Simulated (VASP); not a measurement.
# CdTe (F-43m) in VASP: further runs

CdTe is run at these levels: LDA, revPBE+D3(BJ), PBE+D3(BJ); tasks: single point, relaxation of cell and atoms.

Everything below comes from runs of VASP 6.6.1. Logs are shortened: lines on timing, memory, paths and dates and some standing lists are left out, and cuts for length are marked.

**Measured values to compare with.**

From a printed reference work, data compilation, for a bulk crystal of CdTe at 0 K: band gap 1.607 eV.

The results are compared with them further down.

## Step 1: The cell of the first run

The structure is cubic, space group F-43m (No. 216). The conventional cell has a = 6.410 Å, b = 6.410 Å, c = 6.410 Å, α = 90.00°, β = 90.00°, γ = 90.00°. Within 3.7 Å of Cd (site symmetry -43m) lie 4 Te at 2.78 Å. Within 3.7 Å of Te (site symmetry -43m) lie 4 Cd at 2.78 Å.

## Step 2: Single point, LDA

The input, INCAR:

```
PREC     = Accurate       # precision mode
ENCUT    = 500            # plane-wave cutoff, eV
EDIFF    = 1E-6           # SCF threshold, eV
ISMEAR   = 0              # smearing method
SIGMA    = 0.01           # smearing width, eV
LREAL    = F              # projectors in reciprocal space
LASPH    = T              # aspherical terms in the spheres
NELM     = 120            # most SCF steps
ALGO     = Normal         # electronic algorithm
ISIF     = 2              # what is computed and relaxed
LWAVE    = F              # write WAVECAR
LCHARG   = T              # write CHGCAR
LELF     = T              # ELF
LVHAR    = T            
NBANDS   = 16             # bands
GGA_COMPAT= F
```

The input, KPOINTS:

```
Automatic mesh
0
Gamma
  5 5 5
```

The input, POSCAR:

```
CdTe
1.0
    4.5325540000      0.0000000000      0.0000000000
    2.2662770000      3.9253069080      0.0000000000
    2.2662770000      1.3084356360      3.7008148439
Cd Te
1 1
Direct
    0.0000000000      0.0000000000      0.0000000000
    0.2500000000      0.2500000000      0.2500000000
```

Potentials or basis: VASP PAW LDA potentials, release 64 (Cd, Te).

Started as:

```console
$ cat potpaw_LDA.64/Cd/POTCAR potpaw_LDA.64/Te/POTCAR > POTCAR
$ mpirun -np 1 vasp_std > vasp.out
```

OUTCAR:

```text
PREC = Accurate
   ENCUT = 500
   EDIFF = 1E-6
   ISMEAR = 0
   LREAL = F
   LASPH = T
   NELM = 120
   ISIF = 2

 ion  position               nearest neighbor table
   1  0.000  0.000  0.000-   2 2.78   2 2.78   2 2.78   2 2.78
   2  0.250  0.250  0.250-   1 2.78   1 2.78   1 2.78   1 2.78

  LATTYP: Found a face centered cubic cell.
 ALAT       =     6.4099993390

  Lattice vectors:

 A1 = (   4.5325540000,   0.0000000000,   0.0000000000)
 A2 = (   2.2662770000,   3.9253069080,   0.0000000000)
 A3 = (   2.2662770000,   1.3084356360,   3.7008148439)

Analysis of symmetry for initial positions (statically):
=====================================================================
 Subroutine PRICEL returns:
 Original cell was already a primitive cell.

 Routine SETGRP: Setting up the symmetry group for a
 face centered cubic supercell.

 Subroutine GETGRP returns: Found 24 space group operations
 (whereof 24 operations were pure point group operations)
 out of a pool of 48 trial point group operations.

The static configuration has the point symmetry T_d .

Analysis of symmetry for dynamics (positions and initial velocities):
=====================================================================
 Subroutine PRICEL returns:
 Original cell was already a primitive cell.

 Routine SETGRP: Setting up the symmetry group for a
 face centered cubic supercell.

 Subroutine GETGRP returns: Found 24 space group operations
 (whereof 24 operations were pure point group operations)
 out of a pool of 48 trial point group operations.

The dynamic configuration has the point symmetry T_d .

 Subroutine INISYM returns: Found 24 space group operations
 (whereof 24 operations are pure point group operations),
 and found     1 'primitive' translations

----------------------------------------------------------------------------------------

                                     Primitive cell

  volume of cell :      65.8437

  direct lattice vectors                    reciprocal lattice vectors
     4.532554000  0.000000000  0.000000000     0.220626164 -0.127378575 -0.090070254
     2.266277000  3.925306908  0.000000000     0.000000000  0.254757150 -0.090070254
     2.266277000  1.308435636  3.700814844     0.000000000  0.000000000  0.270210762

  length of vectors
     4.532554000  4.532554000  4.532554000     0.270210762  0.270210762  0.270210762

  position of ions in fractional coordinates (direct lattice)
     0.000000000  0.000000000  0.000000000
     0.250000000  0.250000000  0.250000000

  ion indices of the primitive-cell ions
   primitive index   ion index
                 1           1
                 2           2

----------------------------------------------------------------------------------------

 KPOINTS: Automatic mesh

Automatic generation of k-mesh.
 Grid dimensions read from file:
 generate k-points for:    5    5    5

 Generating k-lattice:

  Cartesian coordinates                     Fractional coordinates (reciprocal lattice)
     0.044125233 -0.025475715 -0.018014051     0.200000000  0.000000000  0.000000000
     0.000000000  0.050951430 -0.018014051     0.000000000  0.200000000 -0.000000000
     0.000000000  0.000000000  0.054042152     0.000000000  0.000000000  0.200000000

  Length of vectors
     0.054042152  0.054042152  0.054042152

  Shift w.r.t. Gamma in fractional coordinates (k-lattice)
     0.000000000  0.000000000  0.000000000

 Subroutine IBZKPT returns following result:
 ===========================================

 Found     10 irreducible k-points:

 Following reciprocal coordinates:
            Coordinates               Weight
  0.000000  0.000000  0.000000      1.000000
  0.200000 -0.000000  0.000000      8.000000
  0.400000  0.000000  0.000000      8.000000
  0.200000  0.200000  0.000000      6.000000
  0.400000  0.200000  0.000000     24.000000
 -0.400000  0.200000 -0.000000     24.000000
 -0.200000  0.200000  0.000000     12.000000
  0.400000  0.400000  0.000000      6.000000
 -0.400000  0.400000 -0.000000     12.000000
 -0.400000  0.400000  0.200000     24.000000
   k-points           NKPTS =     10   k-points in BZ     NKDIM =     10   number of bands    NBANDS=     16
   number of dos      NEDOS =    301   number of ions     NIONS =      2
   total plane-waves  NPLWV =  46656
   dimension x,y,z NGX =    36 NGY =   36 NGZ =   36
   dimension x,y,z NGXF=    72 NGYF=   72 NGZF=   72
   ions per type =               1   1
   NGX,Y,Z   is equivalent  to a cutoff of  13.20, 13.20, 13.20 a.u.
   NGXF,Y,Z  is equivalent  to a cutoff of  26.41, 26.41, 26.41 a.u.
 SYSTEM =  unknown system
   PREC   = accura    normal or accurate (medium, high low for compatibility)
   ISTART =      0    job   : 0-new  1-cont  2-samecut
   ICHARG =      2    charge: 1-file 2-atom 10-const
   ISPIN  =      1    spin polarized calculation?
   LNONCOLLINEAR =      F non collinear calculations
   LSORBIT =      F    spin-orbit coupling
   LASPH  =      T    aspherical Exc in radial PAW
   ENCUT  =  500.0 eV  36.75 Ry    6.06 a.u.   8.26  8.26  8.26*2*pi/ulx,y,z
   NELM   =    120;   NELMIN=  2; NELMDL= -5     # of ELM steps
   EDIFF  = 0.1E-05   stopping-criterion for ELM
   LREAL  =      F    real-space projection
   EDIFFG = 0.1E-04   stopping-criterion for IOM
   NSW    =      0    number of steps for IOM
   IBRION =     -1    ionic relax: 0-MD 1-quasi-New 2-CG
   NFREE  =      0    steps in history (QN), initial steepest desc. (CG)
   ISIF   =      2    stress and relaxation
   ISYM   =      2    0-nonsym 1-usesym 2-fastsym
   POTIM  = 0.5000    time-step for ionic-motion
   TEBEG  =    0.0;   TEEND  =   0.0 temperature during run
   PSTRESS=    0.0 pullay stress
   NELECT =      18.0000    total number of electrons
   NUPDOWN=      -1.0000    fix difference up-down
   EMIN   =  10.00;   EMAX   =-10.00  energy-range for DOS
   EFERMI =   0.00;   METHOD = LEGACY
   ISMEAR =     0;   SIGMA  =   0.01  broadening in eV -4-tet -1-fermi 0-gaus
   EFERMI_NEDOS =   21; number of points for ismear=-14 and -15
   IALGO  =     38    algorithm
   IMIX   =      4    mixing-type and parameters
     AMIX     =   0.40;   BMIX     =  1.00
     AMIX_MAG =   1.60;   BMIX_MAG =  1.00
  volume/ion in A,a.u.               =      32.92       222.17
  Fermi-wavevector in a.u.,A,eV,Ry     =   1.062497  2.007828 15.359613  1.128900
  Thomas-Fermi vector in A             =   2.197950
   LORBIT       =      0    0 simple, 1 ext, 2 COOP (PROOUT), +10 PAW based schemes
   GGA     = CA    functional components
   LHFCALC =     F    Hartree Fock is set to
   AEXX    =    0.0000 exact exchange contribution
   IVDW    =     0    specifies the selected vdW correction
   LEPSILON=     F    determine dielectric tensor
   LRPA    =     F    only Hartree local field effects (RPA)
 non-spin polarized calculation
 Gauss-broadening in eV      SIGMA  =   0.01
  energy-cutoff  :      500.00
  volume of cell :       65.84
 maximum number of plane-waves:      1687
 NGX is ok and might be reduce to    36
   NGX = 17   NGY = 17   NGZ = 17

 number of electron      17.9999995 magnetization

 Free energy of the ion-electron system (eV)
  ---------------------------------------------------
  ext. energy  EPLUGINS =         0.00000000
  ---------------------------------------------------
  free energy    TOTEN  =        -6.02937094 eV

  energy without entropy =       -6.02937094  energy(sigma->0) =       -6.02937094

 E-fermi :   2.5844     XC(G=0):  -9.0869

 val. band max:        2.4767715208   @ k =   0.0000   0.0000   0.0000
 cond. band min:       3.1232676184   @ k =   0.0000   0.0000   0.0000
 fundamental gap:      0.6464960975
 Fermi energy:         2.5843917854

 k-point     1 :       0.0000    0.0000    0.0000
  band No.  band energies     occupation
      1      -8.9573      2.00000
      2      -5.9475      2.00000
      3      -5.9475      2.00000
      4      -5.9475      2.00000
      5      -5.6591      2.00000
      6      -5.6591      2.00000
[... 8 lines left out ...]
     15      11.8644      0.00000
     16      11.8644      0.00000

 k-point     2 :       0.2000   -0.0000    0.0000
  band No.  band energies     occupation
      1      -8.8061      2.00000
      2      -5.9194      2.00000
      3      -5.9194      2.00000
      4      -5.8221      2.00000
      5      -5.6607      2.00000
      6      -5.6607      2.00000
[... 8 lines left out ...]
     15      10.8212      0.00000
     16      10.8212      0.00000

 k-point     3 :       0.4000    0.0000    0.0000
  band No.  band energies     occupation
      1      -8.5616      2.00000
      2      -5.8825      2.00000
      3      -5.8825      2.00000
      4      -5.6526      2.00000
      5      -5.6526      2.00000
      6      -5.4103      2.00000
[... 8 lines left out ...]
     15      11.9406      0.00000
     16      11.9406      0.00000

 k-point     4 :       0.2000    0.2000    0.0000
  band No.  band energies     occupation
      1      -8.7564      2.00000
      2      -5.8894      2.00000
      3      -5.8894      2.00000
      4      -5.8312      2.00000
      5      -5.6661      2.00000
      6      -5.6476      2.00000
[... 8 lines left out ...]
     15      12.1325      0.00000
     16      12.2044      0.00000

 k-point     5 :       0.4000    0.2000    0.0000
  band No.  band energies     occupation
      1      -8.5456      2.00000
      2      -5.8609      2.00000
      3      -5.8441      2.00000
      4      -5.7130      2.00000
      5      -5.6412      2.00000
      6      -5.4502      2.00000
[... 8 lines left out ...]
     15      12.5540      0.00000
     16      12.7970      0.00000

 k-point     6 :      -0.4000    0.2000   -0.0000
  band No.  band energies     occupation
      1      -8.4676      2.00000
      2      -5.8555      2.00000
      3      -5.8431      2.00000
      4      -5.6726      2.00000
      5      -5.6555      2.00000
      6      -5.2082      2.00000
[... 8 lines left out ...]
     15      11.6588      0.00000
     16      12.5664      0.00000

 k-point     7 :      -0.2000    0.2000    0.0000
  band No.  band energies     occupation
      1      -8.6248      2.00000
      2      -5.8862      2.00000
      3      -5.8740      2.00000
      4      -5.6792      2.00000
      5      -5.6715      2.00000
      6      -5.5670      2.00000
[... 8 lines left out ...]
     15      11.9743      0.00000
     16      12.6594      0.00000

 k-point     8 :       0.4000    0.4000    0.0000
  band No.  band energies     occupation
      1      -8.4391      2.00000
      2      -5.7845      2.00000
      3      -5.7845      2.00000
      4      -5.7758      2.00000
      5      -5.6289      2.00000
      6      -5.2880      2.00000
[... 8 lines left out ...]
     15      13.0615      0.00000
     16      14.9819      0.00000

 k-point     9 :      -0.4000    0.4000   -0.0000
  band No.  band energies     occupation
      1      -8.3936      2.00000
      2      -5.8150      2.00000
      3      -5.7833      2.00000
      4      -5.7269      2.00000
      5      -5.6390      2.00000
      6      -5.0874      2.00000
[... 8 lines left out ...]
     15      12.4947      0.00000
     16      14.5892      0.00000

 k-point    10 :      -0.4000    0.4000    0.2000
  band No.  band energies     occupation
      1      -8.4224      2.00000
      2      -5.8236      2.00000
      3      -5.8163      2.00000
      4      -5.7012      2.00000
      5      -5.6513      2.00000
      6      -5.1447      2.00000
[... 8 lines left out ...]
     15      12.5488      0.00000
     16      14.5233      0.00000

------------------------ aborting loop because EDIFF is reached ----------------------------------------

  FORCE on cell =-STRESS in cart. coord.  units (eV):
  Direction    XX          YY          ZZ          XY          YZ          ZX
  --------------------------------------------------------------------------------------
  -------------------------------------------------------------------------------------
  Total        0.1273466      0.1273466      0.1273466      0.0000000     -0.0000000      0.0000000
  in kB        3.0987311      3.0987311      3.0987311      0.0000000     -0.0000000      0.0000000
  external PRESSURE =       3.0987311 kB  Pullay stress =       0.0000000 kB

 VOLUME and BASIS-vectors are now :
 -----------------------------------------------------------------------------
  energy-cutoff  :      500.00
  volume of cell :       65.84
      direct lattice vectors                 reciprocal lattice vectors
     4.532554000  0.000000000  0.000000000     0.220626164 -0.127378575 -0.090070254
     2.266277000  3.925306908  0.000000000     0.000000000  0.254757150 -0.090070254
     2.266277000  1.308435636  3.700814844     0.000000000  0.000000000  0.270210762

 POSITION                                       TOTAL-FORCE (eV/Angst)
 -----------------------------------------------------------------------------------
      0.00000      0.00000      0.00000         0.000000      0.000000      0.000000
      2.26628      1.30844      0.92520        -0.000000     -0.000000     -0.000000
 -----------------------------------------------------------------------------------
    total drift:                                0.000000      0.000000      0.000000

  FREE ENERGIE OF THE ION-ELECTRON SYSTEM (eV)
  ---------------------------------------------------
  free  energy   TOTEN  =        -6.0293709369 eV

  energy  without entropy=       -6.0293709369  energy(sigma->0) =       -6.02937094
```

It took 11 s on 1 thread of Intel Xeon 6975P-C, shared host; peak memory 0.17 GiB.

What came out:

| Quantity | Value |
| --- | --- |
| Free energy | -6.0294 eV |
| Pressure | 0.3 GPa |
| Band gap on the k mesh | 0.65 eV, direct |

Levels at points of the mesh, in eV from the valence-band top:
```csv
k point,band 7,band 8,band 9,band 10,band 11,band 12
"(0.00, 0.00, 0.00)",0.00,0.00,0.00,0.65,4.47,4.47
```

Caveat: spin-orbit coupling is left out, which moves the levels of the heavy elements.

## Step 3: Single point, revPBE+D3(BJ)

This run uses another cell than the first one, of 34.18 Å³/atom, 1.038 times its volume.

The input, INCAR:

```
SYSTEM = CdTe
PREC     = Accurate       ! precision mode
ENCUT    = 500            ! plane-wave cutoff, eV
EDIFF    = 1E-6           ! SCF threshold, eV
ISMEAR   = 0              ! smearing method
SIGMA    = 0.01           ! smearing width, eV
LREAL    = .False.        ! projectors in reciprocal space
LASPH    = .True.         ! aspherical terms in the spheres
NELM     = 120            ! most SCF steps
ALGO     = Normal         ! electronic algorithm
ISIF     = 2              ! what is computed and relaxed
LWAVE    = .False.        ! write WAVECAR
LCHARG   = .True.         ! write CHGCAR
GGA      = RE             ! functional
IVDW     = 12             ! dispersion correction
LELF     = .True.         ! ELF
LVHAR    = .True.       
NBANDS   = 16             ! bands
GGA_COMPAT= .False.
```

The input, KPOINTS:

```
Automatic mesh
0
Gamma
  5 5 5
  0 0 0
```

The input, POSCAR:

```
CdTe
1.0
    4.5897184963      0.0000000000      0.0000000000
    2.2948592481      3.9748128140      0.0000000000
    2.2948592481      1.3249376047      3.7474894596
Cd Te
1 1
Direct
    0.0000000000      0.0000000000      0.0000000000
    0.2500000000      0.2500000000      0.2500000000
```

Potentials or basis: VASP PAW PBE potentials, release 64 (Cd, Te).

Started as:

```console
$ cat potpaw_PBE.64/Cd/POTCAR potpaw_PBE.64/Te/POTCAR > POTCAR
$ mpirun -np 1 vasp_std > vasp.out
```

Run time: 15 s. Hardware: 1 thread of Intel Xeon 6975P-C, shared host; peak memory 0.21 GiB.

It converged, with:

```yaml
Free_energy: -5.4634 eV
Pressure: 0.1 GPa
Band_gap_on_the_k_mesh: 0.86 eV, direct
Dispersion_energy_per_atom: -0.644 eV
```

Levels at points of the mesh, in eV from the valence-band top:
```csv
k point,band 6,band 7,band 8,band 9,band 10,band 11,band 12,band 13
"(0.00, 0.00, 0.00)",-8.03,0.00,0.00,0.00,0.86,4.64,4.64,4.64
```

Caveat: the PAW data sets were made with another functional, which shifts forces and pressure a little; spin-orbit coupling is left out, which moves the levels of the heavy elements.

[end of part 1 of 2]
